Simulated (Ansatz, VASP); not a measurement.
BN: VASP beside Ansatz

INCAR

```
SYSTEM = BN
PREC     = Accurate       ! precision mode
ENCUT    = 520            ! plane-wave cutoff, eV
EDIFF    = 1E-7           ! SCF threshold, eV
ISMEAR   = -1             ! smearing method
SIGMA    = 0.02           ! smearing width, eV
LREAL    = .FALSE.        ! projectors in reciprocal space
LASPH    = .TRUE.         ! aspherical terms in the spheres
NELM     = 100            ! most SCF steps
ALGO     = Normal         ! electronic algorithm
ISIF     = 2              ! what is computed and relaxed
LWAVE    = .FALSE.        ! write WAVECAR
LCHARG   = .FALSE.        ! write CHGCAR
GGA      = CA             ! functional
NBANDS   = 11             ! bands
```

Contents of KPOINTS:

```
Automatic mesh
0
G
  11 11 11
  0 0 0
```

File POSCAR:

```
BN
1.0
    0.0000000000      1.8014548043      1.8014548043
    1.8014548043      0.0000000000      1.8014548043
    1.8014548043      1.8014548043      0.0000000000
B N
1 1
Direct
    0.0000000000      0.0000000000      0.0000000000
    0.7500000000      0.7500000000      0.7500000000
```

Input for Ansatz:

```yaml
crystal:
  lattice:
    - [0.0, 1.8014548043, 1.8014548043]
    - [1.8014548043, 0.0, 1.8014548043]
    - [1.8014548043, 1.8014548043, 0.0]
  atoms:
    - { symbol: B, position: [0.0, 0.0, 0.0] }
    - { symbol: "N", position: [0.75, 0.75, 0.75] }
kpoints:
  mp_grid: { grid: [11, 11, 11] }
  band_path:
    path:
      - [0.0, 0.0, 0.0]
      - [-0.5, -0.5, 0.0]
      - [-0.375, -0.375, 0.25]
      - [-0.375, 0.0, 0.375]
      - [0.0, 0.0, 0.0]
      - [0.0, 0.0, 0.5]
      - [-0.5, -0.25, 0.25]
      - [-0.5, -0.5, 0.0]
    npoints: 5
scf:
  occupations: { method: fermi_dirac, width: 0.02 }
hamiltonian:
  xc: lda
  pseudopotentials: { kind: all_electron, lapw: { basis_error: 0.0005 } }
output:
  forces: true
  stress: true
  eigenvalues: true
```

Change from the starting cell: volume scaled by 0.99.

Alike in both runs: task single point; functional LDA; k mesh 11 × 11 × 11; occupations fermi-dirac, width 0.02 eV; no spin polarisation.

|  | VASP | Ansatz |
| --- | --- | --- |
| version | VASP 6.6.1 | Ansatz 0.2.0 |
| potentials or method | VASP PAW LDA potentials, release 64 (B, N) | all-electron LAPW, scalar-relativistic |
| plane-wave cutoff (eV) | 520 | see its input |

|  | VASP | Ansatz | Ansatz less VASP |
| --- | --- | --- | --- |
| gap on the k mesh at the Fermi level (eV) | 4.46 | 4.47 | +0.009 |
| pressure (GPa) | -6.3 | -7.1 | -0.79 |

Ansatz ran all-electron here, so the differences hold the error of VASP's frozen core and of both bases.

Caveats: an odd mesh through Γ misses points on the zone boundary, where band edges often lie.
